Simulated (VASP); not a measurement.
# RbBr (Pm-3m) in VASP: notebook, part 2 of 2

VASP 6.6.1.

### 3 Single point, r2SCAN

INCAR

```
PREC     = Accurate       # precision mode
ENCUT    = 400            # plane-wave cutoff, eV
EDIFF    = 1E-6           # SCF threshold, eV
ISMEAR   = 0              # smearing method
SIGMA    = 0.05           # smearing width, eV
LREAL    = Auto         
LASPH    = T              # aspherical terms in the spheres
NELM     = 100            # most SCF steps
ALGO     = Normal         # electronic algorithm
ISIF     = 2              # what is computed and relaxed
LWAVE    = F              # write WAVECAR
LCHARG   = F              # write CHGCAR
METAGGA  = R2SCAN         # meta-GGA
LMIXTAU  = T            
ADDGRID  = F
```

KPOINTS

```
Automatic mesh
0
Gamma
  6 6 6
```

POSCAR

```
RbBr
1.0
    4.1260773000      0.0000000000      0.0000000000
    0.0000000000      4.1260773000      0.0000000000
    0.0000000000      0.0000000000      4.1260773000
Rb Br
1 1
Direct
    0.0000000000      0.0000000000      0.0000000000
    0.5000000000      0.5000000000      0.5000000000
```

Potentials or basis: VASP PAW PBE potentials, release 64 (Rb_sv, Br).

Command:

```bash
$ cat potpaw_PBE.64/Rb_sv/POTCAR potpaw_PBE.64/Br/POTCAR > POTCAR
$ mpirun -np 1 vasp_std > vasp.out
```

OUTCAR:

```text
PREC = Accurate
   ENCUT = 400
   EDIFF = 1E-6
   ISMEAR = 0
   LREAL = Auto
   LASPH = T
   NELM = 100
   ISIF = 2
   METAGGA = R2SCAN

 Found     20 irreducible k-points:

 Following reciprocal coordinates:
            Coordinates               Weight
  0.000000  0.000000  0.000000      1.000000
  0.166667  0.000000  0.000000      6.000000
  0.333333  0.000000  0.000000      6.000000
  0.500000  0.000000  0.000000      3.000000
  0.166667  0.166667  0.000000     12.000000
  0.333333  0.166667  0.000000     24.000000
   k-points           NKPTS =     20   k-points in BZ     NKDIM =     20   number of bands    NBANDS=     12
   number of dos      NEDOS =    301   number of ions     NIONS =      2
   total plane-waves  NPLWV =  21952
   dimension x,y,z NGX =    28 NGY =   28 NGZ =   28
   dimension x,y,z NGXF=    56 NGYF=   56 NGZF=   56
   ions per type =               1   1
   NGX,Y,Z   is equivalent  to a cutoff of  11.28, 11.28, 11.28 a.u.
   NGXF,Y,Z  is equivalent  to a cutoff of  22.56, 22.56, 22.56 a.u.
 SYSTEM =  unknown system
   PREC   = accura    normal or accurate (medium, high low for compatibility)
   ISTART =      0    job   : 0-new  1-cont  2-samecut
   ICHARG =      2    charge: 1-file 2-atom 10-const
   ISPIN  =      1    spin polarized calculation?
   LNONCOLLINEAR =      F non collinear calculations
[... 70 lines left out ...]
      8      -1.2048      2.00000
      9       3.7810      0.00000
     10       5.0654      0.00000
     11       5.0654      0.00000
     12       9.6724      0.00000
[... 61 lines left out ...]
 k-point     6 :       0.3333    0.1667    0.0000
  band No.  band energies     occupation
      1     -26.9176      2.00000
      2     -14.0676      2.00000
      3     -10.5182      2.00000
      4     -10.3990      2.00000
      5     -10.3309      2.00000
      6      -2.3314      2.00000
      7      -1.5326      2.00000
      8      -1.2203      2.00000
      9       5.8314      0.00000
     10       6.0857      0.00000
     11       7.1830      0.00000
     12       8.6785      0.00000

 [... further k-points ...]

------------------------ aborting loop because EDIFF is reached ----------------------------------------

  FORCE on cell =-STRESS in cart. coord.  units (eV):
  Direction    XX          YY          ZZ          XY          YZ          ZX
  --------------------------------------------------------------------------------------
  -------------------------------------------------------------------------------------
  Total        0.0105163      0.0105163      0.0105163     -0.0000000      0.0000000      0.0000000
  in kB        0.2398628      0.2398628      0.2398628     -0.0000000      0.0000000      0.0000000
  external PRESSURE =       0.2398628 kB  Pullay stress =       0.0000000 kB

 VOLUME and BASIS-vectors are now :
 -----------------------------------------------------------------------------
  energy-cutoff  :      400.00
  volume of cell :       70.24
      direct lattice vectors                 reciprocal lattice vectors
     4.126077300  0.000000000  0.000000000     0.242360947  0.000000000  0.000000000
     0.000000000  4.126077300  0.000000000     0.000000000  0.242360947  0.000000000
     0.000000000  0.000000000  4.126077300     0.000000000  0.000000000  0.242360947

 POSITION                                       TOTAL-FORCE (eV/Angst)
 -----------------------------------------------------------------------------------
      0.00000      0.00000      0.00000         0.000000      0.000000      0.000000
      2.06304      2.06304      2.06304         0.000000      0.000000      0.000000
 -----------------------------------------------------------------------------------
    total drift:                               -0.000000      0.000000      0.000000

  FREE ENERGIE OF THE ION-ELECTRON SYSTEM (eV)
  ---------------------------------------------------
  free  energy   TOTEN  =       -31.1107313050 eV

  energy  without entropy=      -31.1107313050  energy(sigma->0) =      -31.11073130
```

It took 34 s on 1 thread of Intel Xeon 6975P-C (Granite Rapids), shared host; peak memory 0.16 GiB.

The run converged, but some of its settings lie outside the range that counts as converged, so its numbers aren't taken as properties of the crystal.

What came out:

- Free energy: -31.1107 eV
- Pressure: 0.0 GPa
- Band gap on the k mesh: 4.83 eV, indirect (least direct gap 4.99 eV)

Caveat: the PAW data sets were made with another functional, which shifts forces and pressure a little.

### 4 Single point, r2SCAN

Edit INCAR of step 3 so:

```diff
@@ -2,6 +2,6 @@
 ENCUT    = 400            # plane-wave cutoff, eV
-EDIFF    = 1E-6           # SCF threshold, eV
+EDIFF    = 0.01           # SCF threshold, eV
 ISMEAR   = 0              # smearing method
 SIGMA    = 0.05           # smearing width, eV
-LREAL    = Auto         
+LREAL    = F              # projectors in reciprocal space
 LASPH    = T              # aspherical terms in the spheres
```

KPOINTS is that of step 3.

POSCAR is that of step 3.

Potentials or basis: VASP PAW PBE potentials, release 64 (Rb_sv, Br).

Command:

```bash
$ cat potpaw_PBE.64/Rb_sv/POTCAR potpaw_PBE.64/Br/POTCAR > POTCAR
$ mpirun -np 1 vasp_std > vasp.out
```

OUTCAR:

```text
PREC = Accurate
   ENCUT = 400
   EDIFF = 0.01
   ISMEAR = 0
   LREAL = F
   LASPH = T
   NELM = 100
   ISIF = 2
   METAGGA = R2SCAN

 Found     20 irreducible k-points:

 Following reciprocal coordinates:
            Coordinates               Weight
  0.000000  0.000000  0.000000      1.000000
  0.166667  0.000000  0.000000      6.000000
  0.333333  0.000000  0.000000      6.000000
  0.500000  0.000000  0.000000      3.000000
  0.166667  0.166667  0.000000     12.000000
  0.333333  0.166667  0.000000     24.000000
   k-points           NKPTS =     20   k-points in BZ     NKDIM =     20   number of bands    NBANDS=     12
   number of dos      NEDOS =    301   number of ions     NIONS =      2
   total plane-waves  NPLWV =  21952
   dimension x,y,z NGX =    28 NGY =   28 NGZ =   28
   dimension x,y,z NGXF=    56 NGYF=   56 NGZF=   56
   ions per type =               1   1
   NGX,Y,Z   is equivalent  to a cutoff of  11.28, 11.28, 11.28 a.u.
   NGXF,Y,Z  is equivalent  to a cutoff of  22.56, 22.56, 22.56 a.u.
 SYSTEM =  unknown system
   PREC   = accura    normal or accurate (medium, high low for compatibility)
   ISTART =      0    job   : 0-new  1-cont  2-samecut
   ICHARG =      2    charge: 1-file 2-atom 10-const
[... 68 lines left out ...]
      4     -10.3445      2.00000
      5     -10.3445      2.00000
      6      -1.2208      2.00000
      7      -1.2208      2.00000
      8      -1.2208      2.00000
      9       3.7940      0.00000
     10       5.0782      0.00000
     11       5.0782      0.00000
     12       9.6880      0.00000
[... 61 lines left out ...]
 k-point     6 :       0.3333    0.1667    0.0000
  band No.  band energies     occupation
      1     -26.8775      2.00000
      2     -14.0848      2.00000
      3     -10.4889      2.00000
      4     -10.3686      2.00000
      5     -10.2996      2.00000
      6      -2.3447      2.00000
      7      -1.5479      2.00000
      8      -1.2371      2.00000
      9       5.8445      0.00000
     10       6.1010      0.00000
     11       7.1983      0.00000
     12       8.8388      0.00000

 [... further k-points ...]

------------------------ aborting loop because EDIFF is reached ----------------------------------------

  FORCE on cell =-STRESS in cart. coord.  units (eV):
  Direction    XX          YY          ZZ          XY          YZ          ZX
  --------------------------------------------------------------------------------------
  -------------------------------------------------------------------------------------
  Total       -0.2968075     -0.2968075     -0.2968075     -0.0000000     -0.0000000     -0.0000000
  in kB       -6.7697617     -6.7697617     -6.7697617     -0.0000000     -0.0000000     -0.0000000
  external PRESSURE =      -6.7697617 kB  Pullay stress =       0.0000000 kB

 VOLUME and BASIS-vectors are now :
 -----------------------------------------------------------------------------
  energy-cutoff  :      400.00
  volume of cell :       70.24
      direct lattice vectors                 reciprocal lattice vectors
     4.126077300  0.000000000  0.000000000     0.242360947  0.000000000  0.000000000
     0.000000000  4.126077300  0.000000000     0.000000000  0.242360947  0.000000000
     0.000000000  0.000000000  4.126077300     0.000000000  0.000000000  0.242360947

 POSITION                                       TOTAL-FORCE (eV/Angst)
 -----------------------------------------------------------------------------------
      0.00000      0.00000      0.00000         0.000000      0.000000      0.000000
      2.06304      2.06304      2.06304         0.000000      0.000000      0.000000
 -----------------------------------------------------------------------------------
    total drift:                               -0.000000      0.000000      0.000000

  FREE ENERGIE OF THE ION-ELECTRON SYSTEM (eV)
  ---------------------------------------------------
  free  energy   TOTEN  =       -31.1094693080 eV

  energy  without entropy=      -31.1094693080  energy(sigma->0) =      -31.10946931
```

Wall time 17 s (1 thread of Intel Xeon 6975P-C (Granite Rapids), shared host); peak memory 0.16 GiB.

The run converged, but some of its settings lie outside the range that counts as converged, so its numbers aren't taken as properties of the crystal.

Results:

* Free energy: -31.1095 eV
* Pressure: -0.7 GPa
* Band gap on the k mesh: 4.86 eV, indirect (least direct gap 5.01 eV)

Caveat: the PAW data sets were made with another functional, which shifts forces and pressure a little.

### 5 Single point, r2SCAN

Edit INCAR of step 4 so:

```diff
@@ -2,3 +2,3 @@
 ENCUT    = 400            # plane-wave cutoff, eV
-EDIFF    = 0.01           # SCF threshold, eV
+EDIFF    = 0.001          # SCF threshold, eV
 ISMEAR   = 0              # smearing method
```

KPOINTS is that of step 4.

POSCAR is that of step 4.

Command:

```bash
$ cat potpaw_PBE.64/Rb_sv/POTCAR potpaw_PBE.64/Br/POTCAR > POTCAR
$ mpirun -np 1 vasp_std > vasp.out
```

Wall time 20 s (1 thread of Intel Xeon 6975P-C (Granite Rapids), shared host); peak memory 0.16 GiB.

These settings aren't checked as converged: the numbers below hold their error.

What came out:

| Quantity | Value |
| --- | --- |
| Free energy | -31.1104 eV |
| Pressure | -0.1 GPa |
| Band gap on the k mesh | 4.83 eV, indirect (least direct gap 4.98 eV) |

Caveat: the PAW data sets were made with another functional, which shifts forces and pressure a little.
